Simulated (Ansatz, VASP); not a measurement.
## V in VASP and in Ansatz

Contents of POSCAR:

```
V
1.0
   -1.4917693513      1.4917693513      1.4917693513
    1.4917693513     -1.4917693513      1.4917693513
    1.4917693513      1.4917693513     -1.4917693513
V
1
Direct
    0.0000000000      0.0000000000      0.0000000000
```

INCAR.step1

```
PREC = Accurate
ENCUT = 520
ISMEAR = -1
SIGMA = 1.0
LREAL = F
LASPH = T
NELM = 60
NBANDS = 12
GGA = PE
ALGO = Normal
EDIFF = 1E-4
LWAVE = T
LCHARG = F
```

INCAR.step2

```
PREC = Accurate
ENCUT = 520
EDIFF = 1E-6
ISMEAR = -1
SIGMA = 1.0
LREAL = F
LASPH = T
NELM = 60
ALGO = Normal
ISIF = 2
LWAVE = F
LCHARG = F
METAGGA = R2SCAN
LMIXTAU = T
NBANDS = 12
ISTART = 1
```

The input KPOINTS:

```
Automatic mesh
0
Gamma
  15 15 15
```

Input for Ansatz:

```yaml
crystal:
  lattice:
    - [-1.4917693513, 1.4917693513, 1.4917693513]
    - [1.4917693513, -1.4917693513, 1.4917693513]
    - [1.4917693513, 1.4917693513, -1.4917693513]
  atoms:
    - { symbol: V, position: [0.0, 0.0, 0.0] }
hamiltonian:
  xc: r2scan
  pseudopotentials:
    kind: paw
    azcp:
      V: "pseudopotentials/V.paw.azcp"
basis:
  ecutwfc: 500
  fft_grid_basis: typed
kpoints:
  mp_grid: { grid: [15, 15, 15], shift: [0, 0, 0] }
magnetization:
  spin_polarized: false
scf:
  occupations: { method: fermi_dirac, width: 1.0 }
  lower_state_search: "off"
output:
  stress: true
```

Alike in both runs: task single point; functional r2SCAN; k mesh 15 × 15 × 15; occupations fermi-dirac, width 1 eV; no spin polarisation.

|  | VASP | Ansatz |
| --- | --- | --- |
| version | VASP 6.6.1 | Ansatz 0.2.0 |
| potentials or method | VASP PAW PBE potentials, release 64 (V_sv) | plane waves (500 eV) with PAW, scalar-relativistic |
| plane-wave cutoff (eV) | 520 | 500 |
| valence electrons in the cell | 13 | 13 |

```csv
,VASP,Ansatz,Ansatz less VASP
pressure (GPa),26.4,25.6,-0.75
```

Caveats: the PAW data sets were made with another functional, which shifts forces and pressure a little (VASP).
